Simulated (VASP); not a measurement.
# Te2Mo in VASP: notebook

The runs below take Te2Mo through relaxation of cell and atoms, with PBE+D3(BJ).

Everything below comes from runs of VASP 6.6.1. Logs are shortened: lines on timing, memory, paths and dates and some standing lists are left out, and cuts for length are marked.

### Step 1. The structure

The cell holds a slab with vacuum, 9 atoms: a = 3.498 Å, b = 3.498 Å, c = 35.579 Å, α = 90.00°, β = 90.00°, γ = 120.00°.

### Step 2. Relaxation of cell and atoms, PBE+D3(BJ)

INCAR

```
ALGO = Normal
EDIFF = 1E-7
EDIFFG = -0.005
ENCUT = 600
GGA = PE
IBRION = 2
ISIF = 3
ISMEAR = 0
IVDW = 12
KPAR = 4
LASPH = T
LATTICE_CONSTRAINTS = .TRUE. .TRUE. .FALSE.
LCHARG = F
LREAL = F
LWAVE = F
NELM = 80
NSW = 90
PREC = Accurate
SIGMA = 0.03
```

KPOINTS

```
k-points
0
Gamma
  12 12 1
```

POSCAR

```
Te2Mo                                   
1.0
    3.4977899111     -0.0000000000      0.0000000000
   -1.7488949555      3.0291749244      0.0000000000
    0.0000000000      0.0000000000     35.5787888000
  Te              Mo            
     6     3
Direct
     0.3333333300000021    0.6666666699999979    0.2564310717282811
     0.3333333300000021    0.6666666699999979    0.3586828219585005
     0.6666666699999979    0.3333333300000021    0.4489076422626939
     0.6666666699999979    0.3333333300000021    0.5510923577373058
     0.3333333300000021    0.6666666699999979    0.6413171780414996
     0.3333333300000021    0.6666666699999979    0.7435689282717189
     0.6666666699999979    0.3333333300000021    0.3075384261460953
     0.3333333300000021    0.6666666699999979    0.5000000000000000
     0.6666666699999979    0.3333333300000021    0.6924615738539045
```

Potentials or basis: VASP PAW PBE potentials, release 64 (Te, Mo_sv).

Run with:

```console
$ cat potpaw_PBE.64/Te/POTCAR potpaw_PBE.64/Mo_sv/POTCAR > POTCAR
$ mpirun -np 4 vasp_std > vasp.out
```

OUTCAR:

```text
EDIFF = 1E-7
   EDIFFG = -0.005
   ENCUT = 600
   GGA = PE
   IBRION = 2
   ISIF = 3
   ISMEAR = 0
   IVDW = 12
   LASPH = T
   LREAL = F
   NELM = 80
   NSW = 90
   PREC = Accurate
 IVDW          = 12

 ion  position               nearest neighbor table
   1  0.333  0.667  0.256-   7 2.72   7 2.72   7 2.72   2 3.64
   2  0.333  0.667  0.359-   7 2.72   7 2.72   7 2.72   1 3.64
   3  0.667  0.333  0.449-   8 2.72   8 2.72   8 2.72   4 3.64
   4  0.667  0.333  0.551-   8 2.72   8 2.72   8 2.72   3 3.64
   5  0.333  0.667  0.641-   9 2.72   9 2.72   9 2.72   6 3.64
   6  0.333  0.667  0.744-   9 2.72   9 2.72   9 2.72   5 3.64
   7  0.667  0.333  0.308-   1 2.72   1 2.72   1 2.72   2 2.72   2 2.72   2 2.72
   8  0.333  0.667  0.500-   3 2.72   4 2.72   3 2.72   4 2.72   3 2.72   4 2.72
   9  0.667  0.333  0.692-   6 2.72   6 2.72   6 2.72   5 2.72   5 2.72   5 2.72

  LATTYP: Found a hexagonal cell.
 ALAT       =     3.4977899111
 C/A-ratio  =    10.1717912466

  Lattice vectors:

 A1 = (   3.4977899111,   0.0000000000,   0.0000000000)
 A2 = (  -1.7488949555,   3.0291749244,   0.0000000000)
 A3 = (   0.0000000000,   0.0000000000,  35.5787888000)

Analysis of symmetry for initial positions (statically):
=====================================================================
 Subroutine PRICEL returns:
 Original cell was already a primitive cell.

 Routine SETGRP: Setting up the symmetry group for a
 hexagonal supercell.

 Subroutine GETGRP returns: Found 12 space group operations
 (whereof 12 operations were pure point group operations)
 out of a pool of 24 trial point group operations.

The static configuration has the point symmetry D_3h.

Analysis of symmetry for dynamics (positions and initial velocities):
=====================================================================
 Subroutine PRICEL returns:
 Original cell was already a primitive cell.

 Routine SETGRP: Setting up the symmetry group for a
 hexagonal supercell.

 Subroutine GETGRP returns: Found 12 space group operations
 (whereof 12 operations were pure point group operations)
 out of a pool of 24 trial point group operations.

The dynamic configuration has the point symmetry D_3h.

 Subroutine INISYM returns: Found 12 space group operations
 (whereof 12 operations are pure point group operations),
 and found     1 'primitive' translations

----------------------------------------------------------------------------------------

                                     Primitive cell

[... 66 lines left out ...]
  0.416667  0.000000  0.000000      6.000000
[... 11 lines left out ...]
  0.333333  0.250000  0.000000     12.000000
  0.333333  0.333333  0.000000      2.000000
   k-points           NKPTS =     19   k-points in BZ     NKDIM =     19   number of bands    NBANDS=     46
   number of dos      NEDOS =    301   number of ions     NIONS =      9
   total plane-waves  NPLWV = 225792
   dimension x,y,z NGX =    28 NGY =   28 NGZ =  288
   dimension x,y,z NGXF=    56 NGYF=   56 NGZF=  576
   ions per type =               6   3
   NGX,Y,Z   is equivalent  to a cutoff of  13.31, 13.31, 13.46 a.u.
   NGXF,Y,Z  is equivalent  to a cutoff of  26.62, 26.62, 26.91 a.u.
 SYSTEM =  unknown system
   PREC   = accura    normal or accurate (medium, high low for compatibility)
   ISTART =      0    job   : 0-new  1-cont  2-samecut
   ICHARG =      2    charge: 1-file 2-atom 10-const
   ISPIN  =      1    spin polarized calculation?
   LNONCOLLINEAR =      F non collinear calculations
   LSORBIT =      F    spin-orbit coupling
   LASPH  =      T    aspherical Exc in radial PAW
   ENCUT  =  600.0 eV  44.10 Ry    6.64 a.u.   6.99  6.99 71.06*2*pi/ulx,y,z
   NELM   =     80;   NELMIN=  2; NELMDL= -5     # of ELM steps
   EDIFF  = 0.1E-06   stopping-criterion for ELM
   LREAL  =      F    real-space projection
   EDIFFG = -.5E-02   stopping-criterion for IOM
   NSW    =     90    number of steps for IOM
   IBRION =      2    ionic relax: 0-MD 1-quasi-New 2-CG
   NFREE  =      1    steps in history (QN), initial steepest desc. (CG)
   ISIF   =      3    stress and relaxation
   ISYM   =      2    0-nonsym 1-usesym 2-fastsym
   POTIM  = 0.5000    time-step for ionic-motion
   TEBEG  =    0.0;   TEEND  =   0.0 temperature during run
   PSTRESS=    0.0 pullay stress
   NELECT =      78.0000    total number of electrons
   NUPDOWN=      -1.0000    fix difference up-down
   EMIN   =  10.00;   EMAX   =-10.00  energy-range for DOS
   EFERMI =   0.00;   METHOD = LEGACY
   ISMEAR =     0;   SIGMA  =   0.03  broadening in eV -4-tet -1-fermi 0-gaus
   EFERMI_NEDOS =   21; number of points for ismear=-14 and -15
   IALGO  =     38    algorithm
   IMIX   =      4    mixing-type and parameters
     AMIX     =   0.40;   BMIX     =  1.00
     AMIX_MAG =   1.60;   BMIX_MAG =  1.00
  volume/ion in A,a.u.               =      41.89       282.66
  Fermi-wavevector in a.u.,A,eV,Ry     =   0.968285  1.829794 12.756499  0.937576
  Thomas-Fermi vector in A             =   2.098242
   LORBIT       =      0    0 simple, 1 ext, 2 COOP (PROOUT), +10 PAW based schemes
   GGA     = PE    functional components
   LHFCALC =     F    Hartree Fock is set to
   AEXX    =    0.0000 exact exchange contribution
   IVDW    =    12    specifies the selected vdW correction
   LEPSILON=     F    determine dielectric tensor
   LRPA    =     F    only Hartree local field effects (RPA)
 conjugate gradient relaxation of ions
 non-spin polarized calculation
 Gauss-broadening in eV      SIGMA  =   0.03
  energy-cutoff  :      600.00
  volume of cell :      376.97
 maximum number of plane-waves:     12657
 NGX is ok and might be reduce to    28
   NGX = 13   NGY = 13   NGZ =143

--------------------------------------- Ionic step        1  -------------------------------------------

 number of electron      78.0000000 magnetization

 Free energy of the ion-electron system (eV)
  ---------------------------------------------------
  ext. energy  EPLUGINS =         0.00000000
  ---------------------------------------------------
  free energy    TOTEN  =       -53.91495823 eV

  energy without entropy =      -53.91495823  energy(sigma->0) =      -53.91495823

------------------------ aborting loop because EDIFF is reached ----------------------------------------

 Edisp (eV)   -4.51282

 E8    (eV) :    -2.1165
[... 85 lines left out ...]
--------------------------------------- Ionic step        3  -------------------------------------------

 number of electron      78.0000000 magnetization

 Free energy of the ion-electron system (eV)
  ---------------------------------------------------
  ext. energy  EPLUGINS =         0.00000000
  ---------------------------------------------------
  free energy    TOTEN  =       -53.91432282 eV

  energy without entropy =      -53.91432282  energy(sigma->0) =      -53.91432282

 E-fermi :   3.3206     XC(G=0):  -6.4796

 val. band max:        3.0108796108   @ k =   0.0000   0.0000   0.0000
 cond. band min:       3.7786875183   @ k =   0.2500   0.1667   0.0000
 fundamental gap:      0.7678079076
 Fermi energy:         3.3206076722

 k-point     1 :       0.0000    0.0000    0.0000
  band No.  band energies     occupation
      1     -57.8299      2.00000
      2     -57.8276      2.00000
      3     -57.8276      2.00000
      4     -32.0065      2.00000
      5     -32.0064      2.00000
      6     -32.0063      2.00000
[... 960 lines left out ...]
  FREE ENERGIE OF THE ION-ELECTRON SYSTEM (eV)
  ---------------------------------------------------
  free  energy   TOTEN  =       -58.4277811544 eV

  energy  without entropy=      -58.4277811544  energy(sigma->0) =      -58.42778115

 reached required accuracy - stopping structural energy minimisation
```

OSZICAR:

```text
N       E                     dE             d eps       ncg     rms          rms(c)
DAV:   1     0.685159779744E+03    0.68516E+03   -0.41497E+04  2156   0.159E+03
DAV:   2    -0.646690283640E+01   -0.69163E+03   -0.67746E+03  2186   0.343E+02
DAV:   3    -0.535472291426E+02   -0.47080E+02   -0.45814E+02  2178   0.763E+01
[... 43 lines left out ...]
DAV:   4    -0.539143232886E+02    0.18622E-06   -0.42905E-07  1808   0.272E-03    0.199E-03
DAV:   5    -0.539143231010E+02    0.18758E-06   -0.51403E-07  1642   0.300E-03    0.130E-03
DAV:   6    -0.539143229763E+02    0.12480E-06   -0.43510E-08  1024   0.106E-03    0.817E-04
DAV:   7    -0.539143228247E+02    0.15155E-06   -0.23383E-08  1000   0.715E-04    0.242E-04
DAV:   8    -0.539143228181E+02    0.66175E-08   -0.60822E-09  1000   0.359E-04
   3 F= -.58427781E+02 E0= -.58427781E+02  d E =-.585338E-05
```

Wall time 6.8 min (4 MPI ranks of Intel Xeon Platinum 8488C (Sapphire Rapids), shared host); peak memory 0.72 GiB.

What came out:

```
Free energy                            : -58.4278 eV
Relaxed volume                         : 41.88 Å³/atom
Relaxed cell                           : a = 3.498 Å, b = 3.498 Å, c = 35.579 Å, α = 90.00°, β = 90.00°, γ = 120.00°
Space group after relaxing (to 0.05 Å) : P-6m2 (No. 187)
Energy gained by relaxing              : 0.0 meV/atom
Ionic steps                            : 3
Band gap on the k mesh                 : 0.77 eV, indirect (least direct gap 1.12 eV)
Dispersion energy per atom             : -0.501 eV
```

Forces on the atoms (eV/Å):
```
Te   0.000  0.000 -0.003
Te   0.000  0.000  0.000
Te   0.000  0.000  0.000
Te   0.000  0.000  0.000
Te   0.000  0.000  0.000
Te   0.000  0.000  0.003
Mo   0.000  0.000  0.000
Mo   0.000  0.000  0.000
Mo   0.000  0.000  0.000
```

Final structure:
```
Te Mo
1.0
     3.49754    0.00000    0.00000
    -1.74877    3.02896    0.00000
     0.00000    0.00000   35.57879
Te Mo
6 3
Direct
  0.33333 0.66667 0.25643
  0.33333 0.66667 0.35869
  0.66667 0.33333 0.44891
  0.66667 0.33333 0.55109
  0.33333 0.66667 0.64131
  0.33333 0.66667 0.74357
  0.66667 0.33333 0.30753
  0.33333 0.66667 0.50000
  0.66667 0.33333 0.69247
```

Caveat: spin-orbit coupling is left out, which moves the levels of the heavy elements. As with any semilocal functional, this PBE gap is likely too small.

[end of part 1 of 2]
